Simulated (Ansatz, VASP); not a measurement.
**TaSi3: VASP beside Ansatz**

Contents of INCAR:

```
PREC     = Accurate       # precision mode
ENCUT    = 600            # plane-wave cutoff, eV
EDIFF    = 1E-6           # SCF threshold, eV
ISMEAR   = 0              # smearing method
SIGMA    = 0.1            # smearing width, eV
LREAL    = False          # projectors in reciprocal space
LASPH    = True           # aspherical terms in the spheres
NELM     = 100            # most SCF steps
ALGO     = Normal         # electronic algorithm
ISIF     = 3              # what is computed and relaxed
LWAVE    = False          # write WAVECAR
LCHARG   = False          # write CHGCAR
GGA      = PE             # functional
IBRION   = 2              # ionic algorithm
NSW      = 90             # ionic steps
EDIFFG   = -0.04          # ionic threshold
```

Contents of KPOINTS:

```
Automatic mesh
0
Gamma
  4 4 4
```

POSCAR

```
TaSi3
1.0
    3.9015636000      0.0000000000      0.0000000000
    0.0000000000      3.9015636000      0.0000000000
    0.0000000000      0.0000000000      3.9015636000
Ta Si
1 3
Direct
    0.0000000000      0.0000000000      0.0000000000
    0.5000000000      0.0000000000      0.0000000000
    0.0000000000      0.5000000000      0.0000000000
    0.0000000000      0.0000000000      0.5000000000
```

Input for Ansatz:

```yaml
crystal:
  lattice:
    - [3.9015636, 0.0, 0.0]
    - [0.0, 3.9015636, 0.0]
    - [0.0, 0.0, 3.9015636]
  atoms:
    - { symbol: Ta, position: [0.0, 0.0, 0.0] }
    - { symbol: Si, position: [0.5, 0.0, 0.0] }
    - { symbol: Si, position: [0.0, 0.5, 0.0] }
    - { symbol: Si, position: [0.0, 0.0, 0.5] }
basis:
  ecutwfc: 420
kpoints:
  mp_grid: { grid: [4, 4, 4] }
hamiltonian:
  xc: pbe
scf:
  occupations: { method: gaussian, width: 0.1 }
  lower_state_search: "off"
output:
  forces: true
  stress: true
  eigenvalues: true
relax:
  adjacent_minimum: "off"
  f_tol: 0.04
  max_steps: 70
  cell: { stress_tol: 0.4 }
```

Alike in both runs: task relaxation of cell and atoms; functional PBE; k mesh 4 × 4 × 4; occupations gaussian, width 0.1 eV; no spin polarisation.

```csv
,VASP,Ansatz
version,VASP 6.6.1,Ansatz 0.2.0
potentials or method,"VASP PAW PBE potentials, release 64 (Ta_pv, Si)","scalar-relativistic, plane waves, PAW"
plane-wave cutoff (eV),600,420
valence electrons in the cell,23,25
```

```csv
,VASP,Ansatz,Ansatz less VASP
"gap on the k mesh at the Fermi level, each at its own relaxed structure (eV)",none,none,-
relaxed volume (Å³/atom),29.48,29.42,-0.062
relaxed cell length with the largest relative difference (Å),4.904,4.900,-0.0035
energy change over the relaxation (meV/atom),-3590,-3548,+41.2
```

A gap of «none» marks a metal or a gap that the smearing closes. The two sets of potentials don't hold the same shells in valence.

Caveats: the k mesh is coarse (spacing up to 0.40 Å⁻¹), so the values aren't converged; the volume moved by over 15 % at a fixed basis, so the end points are rough (VASP). The runs have no spin-orbit coupling, so splittings on Ta are missing.
